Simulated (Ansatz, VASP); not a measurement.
# MgS in VASP and in Ansatz

Contents of INCAR:

```
SYSTEM = MgS
PREC = Accurate ; ENCUT = 600
EDIFF = 1E-6 ; ISMEAR = 0
SIGMA = 0.02 ; LREAL = .FALSE.
LASPH = .TRUE. ; NELM = 60
ALGO = Normal ; ISIF = 3
LWAVE = .FALSE. ; LCHARG = .FALSE.
GGA = PS ; IBRION = 2
NSW = 100 ; EDIFFG = -0.005
```

KPOINTS

```
regular mesh
0
G
  8 8 8
  0 0 0
```

POSCAR

```
MgS
1.0
    0.0000000000      2.6043975556      2.6043975556
    2.6043975556      0.0000000000      2.6043975556
    2.6043975556      2.6043975556      0.0000000000
Mg S
1 1
Direct
    0.0000000000      0.0000000000      0.0000000000
    0.5000000000      0.5000000000      0.5000000000
```

Input for Ansatz:

```yaml
crystal:
  lattice:
    - [0.0, 2.6043975556, 2.6043975556]
    - [2.6043975556, 0.0, 2.6043975556]
    - [2.6043975556, 2.6043975556, 0.0]
  atoms:
    - { symbol: Mg, position: [0.0, 0.0, 0.0] }
    - { symbol: S, position: [0.5, 0.5, 0.5] }
basis:
  ecutwfc: 420
kpoints:
  mp_grid: { grid: [8, 8, 8] }
hamiltonian:
  xc: pbesol
scf:
  occupations: { method: gaussian, width: 0.02 }
output:
  forces: true
  stress: true
  eigenvalues: true
  write_density: true
  write_potential: true
  elf: true
  volumetric_format: npy
relax:
  adjacent_minimum: "off"
  f_tol: 0.005
  max_steps: 80
  cell: { stress_tol: 0.05 }
```

The cell is a database's computed one.

Alike in both runs: task relaxation of cell and atoms; functional PBEsol; k mesh 8 × 8 × 8; occupations gaussian, width 0.02 eV; no spin polarisation.

|  | VASP | Ansatz |
| --- | --- | --- |
| version | VASP 6.6.1 | Ansatz 0.2.0 |
| potentials or method | VASP PAW PBE potentials, release 64 (Mg, S) | scalar-relativistic, plane waves, PAW |
| plane-wave cutoff (eV) | 600 | 420 |
| valence electrons in the cell | 8 | 16 |

|  | VASP | Ansatz | Ansatz less VASP |
| --- | --- | --- | --- |
| gap on the k mesh at the Fermi level, each at its own relaxed structure (eV) | 2.73 | 2.73 | -0.007 |
| relaxed volume (Å³/atom) | 17.36 | 17.39 | +0.037 |
| relaxed cell length with the largest relative difference (Å) | 3.662 | 3.664 | +0.0026 |
| energy change over the relaxation (meV/atom) | -1 | -1 | +0.3 |

The two sets of potentials don't hold the same shells in valence.

Caveats: the PAW data sets were made with another functional, which shifts forces and pressure a little (VASP). As with any semilocal functional, this PBEsol gap is likely too small. A k mesh can miss the band edges.
